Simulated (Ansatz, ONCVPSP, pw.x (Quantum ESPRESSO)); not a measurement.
## What a changed setting does to a pw.x run (bcc Ti)

Potential: optimised norm-conserving Vanderbilt (ONCV), ONCVPSP 4.0.1.1 (patched build), PBE; core [Ar], reference 3d2 4s2; waves: 4s: rc 2.30 bohr, ncon 4, nbas 8, qcut 2.6 1/bohr, 2 projectors, debl 1.3 Ha; p scattering state at 0.42 Ha: rc 2.65 bohr, ncon 4, nbas 8, qcut 2.7 1/bohr, 1 projector; 3d: rc 2.55 bohr, ncon 4, nbas 9, qcut 7.2 1/bohr, 2 projectors, debl 0.4 Ha; local part: polynomial inside 1.85 bohr (lpopt 5, dvloc0 0 Ha); core correction: Teter function, parameters optimised by the program. In the p channel the program set the typed energies aside and used 0.050 Ha.

The reference run (k-mesh 14³, cutoffs 50/200 Ry, Fermi–Dirac 0.01 Ry, mixing_beta 0.4, conv_thr 1e-9, no spin) gives 0.79 GPa at 17.343 Å³/atom, where all-electron LAPW gives 0.23 GPa. This run, with its own iteration cap, changes k-mesh points per axis to 4.

```
&control
  calculation='scf', prefix='x', pseudo_dir='./', outdir='./tmp', tstress=.true., disk_io='none'
/
&system
  ibrav=0, nat=1, ntyp=1, ecutwfc=50, ecutrho=200, nbnd=9,
  occupations='smearing', smearing='fd', degauss=0.01
/
&electrons
  conv_thr=1e-09, mixing_beta=0.4, electron_maxstep=60
/
ATOMIC_SPECIES
Ti 1.0 Ti.UPF
CELL_PARAMETERS angstrom
  -1.63062743 1.63062743 1.63062743
  1.63062743 -1.63062743 1.63062743
  1.63062743 1.63062743 -1.63062743
ATOMIC_POSITIONS crystal
Ti 0.0000 0.0000 0.0000
K_POINTS automatic
4 4 4 0 0 0
```

```bash
pw.x < Ti.scf.in > Ti.scf.out
```

Q: How does the run end?

A: It converges in 8 iterations; the free energy moves by -66.8 meV/atom and the pressure by -0.10 GPa.

```
Message from routine setup:
     using ibrav=0 with symmetry is DISCOURAGED, use correct ibrav instead
     lattice parameter (alat)  =       5.3372  a.u.
     unit-cell volume          =     117.0364 (a.u.)^3
     number of electrons       =         4.00
     number of Kohn-Sham states=            9
     kinetic-energy cutoff     =      50.0000  Ry
     charge density cutoff     =     200.0000  Ry
     scf convergence threshold =      1.0E-09
     Exchange-correlation= PBE
     number of k points=     8  Fermi-Dirac smearing, width (Ry)=  0.0100
     iteration #  1     ecut=    50.00 Ry     beta= 0.40
     total energy              =     -62.45014385 Ry
     estimated scf accuracy    <       0.03217395 Ry
     iteration #  2     ecut=    50.00 Ry     beta= 0.40
     total energy              =     -62.45221374 Ry
     estimated scf accuracy    <       0.00217654 Ry
     iteration #  3     ecut=    50.00 Ry     beta= 0.40
     total energy              =     -62.45278368 Ry
     estimated scf accuracy    <       0.00002989 Ry
     iteration #  4     ecut=    50.00 Ry     beta= 0.40
     total energy              =     -62.45278998 Ry
     estimated scf accuracy    <       0.00001183 Ry
     iteration #  5     ecut=    50.00 Ry     beta= 0.40
     total energy              =     -62.45279280 Ry
     estimated scf accuracy    <       0.00000029 Ry
     iteration #  6     ecut=    50.00 Ry     beta= 0.40
     total energy              =     -62.45279291 Ry
     estimated scf accuracy    <          7.4E-09 Ry
     iteration #  7     ecut=    50.00 Ry     beta= 0.40
     total energy              =     -62.45279291 Ry
     estimated scf accuracy    <          1.1E-09 Ry
     iteration #  8     ecut=    50.00 Ry     beta= 0.40
     the Fermi energy is     8.1266 ev
!    total energy              =     -62.45279291 Ry
     estimated scf accuracy    <          1.1E-11 Ry
     smearing contrib. (-TS)   =      -0.00964627 Ry
     The total energy is F=E-TS. E is the sum of the following terms:
     one-electron contribution =       5.97022403 Ry
     hartree contribution      =       0.15909586 Ry
     xc contribution           =     -59.12432706 Ry
     ewald contribution        =      -9.44813947 Ry
     convergence has been achieved in   8 iterations
          total   stress  (Ry/bohr**3)                   (kbar)     P=        6.97
     Message from routine punch:
     Nothing written, as per user request (disk_io='none')
```

The run took about 0.9 s on one core of a shared host (AMD EPYC 9R45 96-Core Processor, 96 threads, 376 GiB, load 49).
